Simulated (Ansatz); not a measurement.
**BAs: from a guess to a relaxed structure**

Where does this trial cell of BAs go when cell and atoms are let free?

Program: Ansatz 0.2.0. Level of theory: DFT PBE, scalar-relativistic, plane waves, PAW. These are calculated values, not measurements.

## (1) The system as given

It takes space group Fm-3m (No. 225, cubic). Conventional cell: a = 4.696 Å, b = 4.696 Å, c = 4.696 Å, α = 90.00°, β = 90.00°, γ = 90.00°. B (site symmetry m-3m) has 6 As at 2.35 Å as nearest neighbours. As (site symmetry m-3m) has 6 B at 2.35 Å as nearest neighbours.

As a file:

```cif
data_structure
_symmetry_space_group_name_H-M 'P 1'
_symmetry_Int_Tables_number 1
_cell_length_a 3.3204
_cell_length_b 3.3204
_cell_length_c 3.3204
_cell_angle_alpha 60.000
_cell_angle_beta 60.000
_cell_angle_gamma 60.000
_cell_volume 25.88
loop_
_atom_site_label
_atom_site_type_symbol
_atom_site_fract_x
_atom_site_fract_y
_atom_site_fract_z
_atom_site_occupancy
B1 B 0.50000 0.50000 0.50000 1
As1 As 0.00000 0.00000 0.00000 1
```

The cell is invented: species swapped into a database cell of ScS (Fm-3m, No. 225), with B on the Sc sites and As on the S sites. Its size is a rough estimate.

## (2) A first look at the guess

Contents of input.yaml:

```yaml
crystal:
  lattice:
    - [0.0, 2.34784346, 2.34784346]
    - [2.34784346, 0.0, 2.34784346]
    - [2.34784346, 2.34784346, 0.0]
  atoms:
    - { symbol: B, position: [0.5, 0.5, 0.5] }
    - { symbol: As, position: [0.0, 0.0, 0.0] }
basis:
  ecutwfc: 420
kpoints:
  mp_grid: { grid: [6, 6, 6] }
hamiltonian:
  xc: pbe
scf:
  occupations: { method: gaussian, width: 0.1 }
  lower_state_search: "off"
output:
  forces: true
  stress: true
  eigenvalues: true
```

Launch:

```bash
> ansatz run input.yaml --threads 1 --pin off --max-ram 2048MiB --backend cpu --events-out ev --progress --plain --runs-dir out
```

Standard output, shortened:

```text
[...]
SCF converged after 6 iterations
Free energy (F): -5010.217122 eV
[...]
E sigma→0 (E₀):  -5010.209067 eV
Entropy (-TS):   -0.016110 eV (-8.055 meV/atom)
Fermi energy:    11.961435 eV
[...]
--- Forces (eV/Å), atoms counted from 1 ---
  atom   1  B      0.00000000    -0.00000000    -0.00000000
  atom   2  As    -0.00000000     0.00000000     0.00000000
[...]
--- Stress (GPa, compression-positive) ---
       -6.034437       0.000000       0.000000
        0.000000      -6.034437       0.000000
        0.000000      -0.000000      -6.034437
  P = ⅓ Tr σ = -6.0344 GPa (-60.344 kbar)
--- Band table (eV; the first three rows and the last of 16) ---
  k-point 0: bands = ["-24.0636", "-24.0636", "-24.0636", "-24.0622", "-24.0622", "-3.4421", "11.9332", "11.9332", "11.9332", "14.6801", "19.2529", "19.2529", "19.2529"]
[...]
```

It took 0.47 s on 1 thread of Intel Xeon 6975P-C (Granite Rapids), shared host; peak memory 0.29 GiB.

Read-out: pressure -6.0 GPa, largest force 0.00 eV/Å, gap on this mesh none (metal). A guess like this is first relaxed loosely on the coarse mesh.

## (3) A loose first relaxation

input.yaml: that of step 2 with these lines changed.

```diff
@@ -21 +21,6 @@
   eigenvalues: true
+relax:
+  adjacent_minimum: "off"
+  f_tol: 0.04
+  max_steps: 70
+  cell: { stress_tol: 0.4 }
```

Launch:

```bash
> ansatz run input.yaml --threads 1 --pin off --max-ram 2048MiB --backend cpu --events-out ev --progress --plain --runs-dir out
```

Standard output, shortened:

```text
Warning: RAYON_NUM_THREADS=1 ignored (pool sized by the plan → 1); use --threads N
[...]
Pseudopotentials: kind: paw
Pseudopotential: B, paw, valence charge 3, recommended cutoff 420 eV (normal), B.paw.azcp
Pseudopotential: As, paw, valence charge 15, recommended cutoff 420 eV (normal), As.paw.azcp
Functional definition: PBE
[...]
Crystal: 2 atoms, lattice volume = 25.884 Å³
Basis set: ecut = 420 eV, 531 PW (Γ), exchange–correlation on 48×48×48 points (8 copies of the dense FFT grid, shifted against one another)
Bands: 13, of which v1, the nominal top of the filled ones, is band 9 counted from 1 (8 counted from 0)
Symmetry: 48 space group operations
Space group: Fm-3m (ITA 225), of the structure as read, at distance tolerance 3.0e-5 Å
k-points: 16 of 216
[...]
SCF iter   1: F=—  HF=-5010.216969 eV  |F-HF|=—  |Δ(HF+E_count)|=         —  Δρ=1.45e-3  dr2=1.97e-4  ethr=1.77e-3  ⟨swp⟩=5.1  Hψ=1050  notcnv=0
[...]
       -0.220346      -0.000000       0.000000
       -0.000000      -0.220346      -0.000000
        0.000000      -0.000000      -0.220346
  P = ⅓ Tr σ = -0.2203 GPa (-2.203 kbar)
--- Band table (eV; the first three rows and the last of 16) ---
  k-point 0: bands = ["-23.2545", "-23.2545", "-23.2545", "-23.2534", "-23.2534", "-3.0822", "12.7733", "12.7733", "12.7733", "16.1916", "20.4360", "20.4360", "20.4360"]
[...]
--- Relaxed structure (2 steps of the walk, 2 accepted, 1 SCFs on fresh bases) ---
  F+E_penalty+E_count = -5010.24298811 eV   max|allowed force component| = 5.259e-30 eV/Å   (the final SCF, on the basis selected at the relaxed cell)
  cell:  # Å, volume = 24.6188 Å³
    - [-2.8328079085229092e-34, 2.3089380189205815, 2.3089380189205815]
    - [2.3089380189205815, -2.6576544948921237e-34, 2.3089380189205815]
    - [2.3089380189205815, 2.3089380189205815, -1.8629953995274498e-34]
  atoms:
    - { symbol: B, position: [0.49999999999999994, 0.49999999999999994, 0.49999999999999994] }
    - { symbol: As, position: [1.3458004627831144e-35, -1.2176289901371036e-35, -2.3284484197358646e-35] }
```

Run time: 1.1 s. Hardware: 1 thread of Intel Xeon 6975P-C (Granite Rapids), shared host; peak memory 0.3 GiB.

Step by step:

| step | E - E(step 1) (eV/cell) | largest force component (eV/Å) | pressure (GPa) | volume (Å³) |
| --- | --- | --- | --- | --- |
| 1 | 0.0000 | 0.0000 | -6.03 | 25.88 |
| 2 | -0.0265 | 0.0000 | -0.19 | 24.62 |
| 3 | -0.0259 | 0.0000 | -0.22 | 24.62 |

Step 1 is the start. Step 3 repeats the geometry before it on a plane-wave basis chosen anew for that cell, so its energy need not be comparable with the rows above.

Lengths and angles in the start's conventional setting:

|  | before | after | change |
| --- | --- | --- | --- |
| a (Å) | 4.696 | 4.618 | -1.7 % |
| b (Å) | 4.696 | 4.618 | -1.7 % |
| c (Å) | 4.696 | 4.618 | -1.7 % |
| volume (Å³/atom) | 12.94 | 12.31 | -4.9 % |
| shortest distance (Å) | 2.348 | 2.309 | -1.7 % |
| space group (0.01 Å) | Fm-3m | Fm-3m | same |

The run keeps the 48 symmetry operations of the start, so it could not have lowered the symmetry.

## (4) Final relaxation

The end of the coarse run is made exact in the group found at a tolerance of 0.06 Å and reduced to its primitive cell.

Contents of input.yaml:

```yaml
crystal:
  lattice:
    - [0.0, 2.3089380189, 2.3089380189]
    - [2.3089380189, 0.0, 2.3089380189]
    - [2.3089380189, 2.3089380189, 0.0]
  atoms:
    - { symbol: B, position: [0.5, 0.5, 0.5] }
    - { symbol: As, position: [0.0, 0.0, 0.0] }
basis:
  ecutwfc: 420
kpoints:
  mp_grid: { grid: [20, 20, 20] }
hamiltonian:
  xc: pbe
scf:
  occupations: { method: gaussian, width: 0.1 }
output:
  forces: true
  stress: true
  eigenvalues: true
  write_density: true
  write_potential: true
  elf: true
  volumetric_format: npy
relax:
  adjacent_minimum: "off"
  f_tol: 0.01
  max_steps: 80
  cell: { stress_tol: 0.05 }
```

Launch:

```bash
> ansatz run input.yaml --threads 1 --pin off --max-ram 2048MiB --backend cpu --events-out ev --progress --plain --runs-dir out
```

Standard output, shortened:

```text
Warning: RAYON_NUM_THREADS=1 ignored (pool sized by the plan → 1); use --threads N
[...]
[... 4 set-up lines as earlier in the session ...]
[...]
Crystal: 2 atoms, lattice volume = 24.619 Å³
Basis set: ecut = 420 eV, 531 PW (Γ), exchange–correlation on 48×48×48 points (8 copies of the dense FFT grid, shifted against one another)
Bands: 13, of which v1, the nominal top of the filled ones, is band 9 counted from 1 (8 counted from 0)
[... 1 set-up line as earlier in the session ...]
Space group: Fm-3m (ITA 225), of the structure as read, at distance tolerance 2.9e-5 Å
k-points: 256 of 8000
[...]
SCF iter   1: F=—  HF=-5010.310903 eV  |F-HF|=—  |Δ(HF+E_count)|=         —  Δρ=1.73e-3  dr2=3.02e-4  ethr=1.77e-3  ⟨swp⟩=5.0  Hψ=16822  notcnv=0
[...]
--- Stress (GPa, compression-positive) ---
       -0.040619       0.000000       0.000000
        0.000000      -0.040619      -0.000000
        0.000000      -0.000000      -0.040619
  P = ⅓ Tr σ = -0.0406 GPa (-0.406 kbar)
--- Band table (eV; the first three rows and the last of 256) ---
  k-point 0: bands = ["-23.2161", "-23.2161", "-23.2161", "-23.2151", "-23.2151", "-3.0646", "12.8159", "12.8159", "12.8159", "16.2688", "20.4963", "20.4963", "20.4963"]
[...]
--- Relaxed structure (2 steps of the walk, 2 accepted, 1 SCFs on fresh bases) ---
  F+E_penalty+E_count = -5010.31110488 eV   max|allowed force component| = 9.286e-31 eV/Å   (the final SCF, on the basis selected at the relaxed cell)
  cell:  # Å, volume = 24.5561 Å³
    - [6.369215041119488e-36, 2.3069768484012267, 2.3069768484012267]
    - [2.3069768484012267, -6.369215041119488e-36, 2.3069768484012267]
    - [2.3069768484012267, 2.3069768484012267, -1.9107645123358464e-35]
  atoms:
    - { symbol: B, position: [0.5, 0.5, 0.5] }
    - { symbol: As, position: [2.307947497987168e-37, -1.3576161752865695e-37, -5.973511171260905e-37] }
```

Run time: 8 s. Hardware: 1 thread of Intel Xeon 6975P-C (Granite Rapids), shared host; peak memory 0.41 GiB.

Step by step:

| step | E - E(step 1) (eV/cell) | largest force component (eV/Å) | pressure (GPa) | volume (Å³) |
| --- | --- | --- | --- | --- |
| 1 | 0.0000 | 0.0000 | -0.37 | 24.62 |
| 2 | -0.0001 | 0.0000 | -0.04 | 24.56 |
| 3 | -0.0001 | 0.0000 | -0.04 | 24.56 |

Step 1 is the start. Step 3 repeats the geometry before it on a plane-wave basis chosen anew for that cell, so its energy need not be comparable with the rows above.

Lengths and angles in the start's conventional setting:

|  | before | after | change |
| --- | --- | --- | --- |
| a (Å) | 4.618 | 4.614 | -0.1 % |
| b (Å) | 4.618 | 4.614 | -0.1 % |
| c (Å) | 4.618 | 4.614 | -0.1 % |
| volume (Å³/atom) | 12.31 | 12.28 | -0.3 % |
| shortest distance (Å) | 2.309 | 2.307 | -0.1 % |
| space group (0.01 Å) | Fm-3m | Fm-3m | same |

Forces and stress were held to the start's 48 operations: a distortion of lower symmetry was not tested.

The maps below are laid out on this run's own conventional cell (a, b, c = 4.614, 4.614, 4.614 Å).

Density in a lattice plane of the grid's cell (edges 4.61 and 4.61 Å, at 0.000 of the third edge), which holds B and As.

Ten even steps from ' ' (0.17 e/Å³) to '@' (33.94 e/Å³):
```
**++::                                      ::++
::..                                          ..
                                                
                                                
                                                
                                                
                                                
                      ..::..                    
                    ::++**++::                  
                  ..--##@@##--..                
                    ::++**++::                  
                      ..::..                    
                                                
                                                
                                                
                                                
                                                
::..                                          ..
**++::                                      ::++
@@##--..                                  ..--##
```
Columns run along the first of these edges and rows up along the second, over one cell in 24 and 20 even steps from the bottom left corner. Atoms in the plane (fractional): B at (0.00, 0.50), B at (0.50, 0.00), As at (0.00, 0.00), As at (0.50, 0.50).

ELF in the same plane.

Ten even steps from '0' (0.01) to '9' (0.77):
```
224688899841014899888642
446777778875457887777764
777765556889998865556777
887653334689998643335678
988642224688988642224688
998643335678887653334689
998865556777777765556889
457887777764446777778875
014899888642224688899841
002899988632523688999820
014899888642224688899841
457887777764446777778875
998865556777777765556889
998643335678887653334689
988642224688988642224688
887653334689998643335678
777765556889998865556777
446777778875457887777764
224688899841014899888642
523688999820002899988632
```
Columns run along the first of these edges and rows up along the second, over one cell in 24 and 20 even steps from the bottom left corner. Atoms in the plane (fractional): B at (0.00, 0.50), B at (0.50, 0.00), As at (0.00, 0.00), As at (0.50, 0.50).

Both are smooth fields of the valence electrons: close to the nuclei they are not physical.

The highest ELF values outside the cores: 0.77 on the B–As line, 0.8 Å from B.

## (5) Variant: starting moments, mixing.algorithm broyden, mixing.beta 0.2, spin_polarized true

Contents of input.yaml:

```yaml
crystal:
  lattice:
    - [0.0, 2.3069768484, 2.3069768484]
    - [2.3069768484, 0.0, 2.3069768484]
    - [2.3069768484, 2.3069768484, 0.0]
  atoms:
    - { symbol: B, position: [0.5, 0.5, 0.5], spin: 0.2 }
    - { symbol: As, position: [0.0, 0.0, 0.0], spin: 0.2 }
basis:
  ecutwfc: 420
kpoints:
  mp_grid: { grid: [20, 20, 20] }
hamiltonian:
  xc: pbe
scf:
  occupations: { method: gaussian, width: 0.1 }
  mixing: { algorithm: broyden, beta: 0.2 }
output:
  forces: true
  eigenvalues: true
  stress: true
magnetization:
  spin_polarized: true
```

Launch:

```bash
> ansatz run input.yaml --threads 1 --pin off --max-ram 2048MiB --backend cpu --events-out ev --progress --plain --runs-dir out
```

Standard output, shortened:

```text
Warning: RAYON_NUM_THREADS=1 ignored (pool sized by the plan → 1); use --threads N
[...]
[... 4 set-up lines as earlier in the session ...]
[...]
Crystal: 2 atoms, lattice volume = 24.556 Å³
Basis set: ecut = 420 eV, 531 PW (Γ), exchange–correlation on 48×48×48 points (8 copies of the dense FFT grid, shifted against one another)
Bands: 14, of which v1, the nominal top of the filled ones, is band 9 counted from 1 (8 counted from 0)
[... 2 set-up lines as earlier in the session ...]
Magnetic group: BNS 225.116 (UNI 1618), of the structure as read, at distance tolerance 2.9e-5 Å
k-points: 256 of 8000
[...]
Starting moments: Σ|m| = 0.4 μB on 2 of 2 sites
[...]
WARN: the starting moments were not kept: the SCF closed with an absolute magnetisation of 2.9e-5 μB, where they sum to 0.4 μB in size (2 sites). That is at most 0.1 of that sum. Measured as dr2_m measures the in/out step, that magnetisation stands 2.3e-10 eV from none, at or under the [...]
SCF converged after 16 iterations
Magnetization: -0.0000 μB (9.0000 up, 9.0000 down)
Absolute magnetization: 0.0000 μB (∫|ρ↑−ρ↓|, with the PAW one-centre terms)
Spin contamination: 0.0000 ħ² per cell (⟨S²⟩ above its minimum at these occupations)
Per-site moments (μB) at R_I (Å): [(-1.813517189681878e-5, 0.9516279499650001), (5.723425996127892e-6, 0.9516279499650001)]
Free energy (F): -5010.311105 eV
[...]
E sigma→0 (E₀):  -5010.308917 eV
Entropy (-TS):   -0.004375 eV (-2.187 meV/atom)
Fermi energy:    12.839539 eV
[...]
--- Forces (eV/Å), atoms counted from 1 ---
  atom   1  B      0.00000000    -0.00000000     0.00000000
  atom   2  As    -0.00000000     0.00000000     0.00000000
[...]
--- Stress (GPa, compression-positive) ---
       -0.040626      -0.000000       0.000000
        0.000000      -0.040626       0.000000
        0.000000      -0.000000      -0.040626
  P = ⅓ Tr σ = -0.0406 GPa (-0.406 kbar)
--- Band table (eV; the first three rows and the last of 512) ---
  k-point 0 ↑: bands = ["-23.2161", "-23.2161", "-23.2161", "-23.2151", "-23.2151", "-3.0646", "12.8159", "12.8159", "12.8159", "16.2689", "20.4963", "20.4963", "20.4963", "21.7759"]
[...]
```

Wall time 9.9 s (1 thread of Intel Xeon 6975P-C (Granite Rapids), shared host); peak memory 0.44 GiB.

| run | ending | energy change | pressure (GPa) | gap (eV) | force (eV/Å) | cycles | time |
| --- | --- | --- | --- | --- | --- | --- | --- |
| step 4 | converged | 0 | 0.0 | 0.00 | 0.00 | - | 8 s |
| variant | converged | 0.0 meV/atom | 0.0 | 0.00 | 0.00 | 16 | 9.9 s |

With the changed spin polarisation and mixing the energy stays within 0.5 meV/atom: no moment survives, so both runs end on the same non-magnetic state.

## (6) Outcome

```
                              quantity                                                                      value
symmetry at the end (tolerance 0.05 Å)                                                space group Fm-3m (No. 225)
                     conventional cell  a = 4.614 Å, b = 4.614 Å, c = 4.614 Å, α = 90.00°, β = 90.00°, γ = 90.00°
                                volume                                                              12.28 Å³/atom
              energy over the elements                                                              +0.87 eV/atom
                       gap on the mesh                                                               none (metal)
```

**Reading.** The space group Fm-3m (No. 225) is kept, and the volume per atom shrinks by 5.1 % from the first guess. With a positive formation energy it can't be a ground state. No finished test with a distortion of lower symmetry is shown, so the end may be a saddle point.
